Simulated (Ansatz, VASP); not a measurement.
This is a calculation of SnO2 (Cassiterite) for VASP 6.6.1.

Contents of INCAR:

```
ALGO = Normal
EDIFF = 1E-7
ENCUT = 520
GGA = PE
ISIF = 2
ISMEAR = -1
LASPH = T
LCHARG = F
LREAL = F
LWAVE = F
NBANDS = 35
NELM = 100
PREC = Accurate
SIGMA = 0.05
```

The input KPOINTS:

```
k-points
0
Gamma
  6 6 8
```

Contents of POSCAR:

```
SnO2
1.0
    4.7380000000      0.0000000000      0.0000000000
    0.0000000000      4.7380000000      0.0000000000
    0.0000000000      0.0000000000      3.1865000000
Sn O
2 4
Direct
    0.5013560000      0.5095060000      0.4974570000
   -0.0097630000      0.0061470000     -0.0017750000
    0.8074240000      0.1947060000      0.5055470000
    0.6973130000      0.6992190000      0.0034190000
    0.2080690000      0.8122900000      0.5098610000
    0.3084520000      0.3064930000     -0.0123700000
```

Potentials or basis: VASP PAW PBE potentials, release 64 (Sn_d, O).

Run with:

```console
$ cat potpaw_PBE.64/Sn_d/POTCAR potpaw_PBE.64/O/POTCAR > POTCAR
$ mpirun -np 1 vasp_std > vasp.out
```

Set up the same calculation for Ansatz 0.2.0. Potentials there: Ansatz PAW.

As run (the cutoff follows the program's own potentials):

The input input.yaml:

```yaml
crystal:
  lattice:
    - [4.738, 0.0, 0.0]
    - [0.0, 4.738, 0.0]
    - [0.0, 0.0, 3.1865]
  atoms:
    - { symbol: Sn, position: [0.501356, 0.509506, 0.497457] }
    - { symbol: Sn, position: [-0.009763, 0.006147, -0.001775] }
    - { symbol: O, position: [0.807424, 0.194706, 0.505547] }
    - { symbol: O, position: [0.697313, 0.699219, 0.003419] }
    - { symbol: O, position: [0.208069, 0.81229, 0.509861] }
    - { symbol: O, position: [0.308452, 0.306493, -0.01237] }
hamiltonian:
  xc: pbe
  pseudopotentials: { kind: paw }
kpoints:
  mp_grid: { grid: [6, 6, 8] }
scf:
  occupations: { method: fermi_dirac, width: 0.05 }
output:
  forces: true
  stress: true
  eigenvalues: true
```

Potentials or basis: Ansatz PAW.

The run is started by

```console
$ ansatz run input.yaml --threads 2 --pin off --max-ram 5120MiB --backend cpu --events-out ev --progress --plain --runs-dir out
```

Both were run:

|  | VASP | Ansatz | Ansatz less VASP |
| --- | --- | --- | --- |
| gap on the k mesh at the Fermi level (eV) | 1.16 | 1.17 | +0.011 |
| least direct gap on the mesh (eV) | 1.16 | 1.17 | +0.011 |
| pressure (GPa) | 11.8 | 11.1 | -0.68 |
| largest component of the traceless stress (GPa) | 1.61 | 1.42 | -0.190 |
| rms of the force components (eV/Å) | 0.608 | 0.600 | -0.0088 |

Atom by atom the forces differ by 0.012 eV/Å (rms over components).

Caveats: spin-orbit coupling is left out, which moves the levels of the heavy elements; the pressure holds a Pulay correction of +0.8 GPa for the finite cutoff (Ansatz).
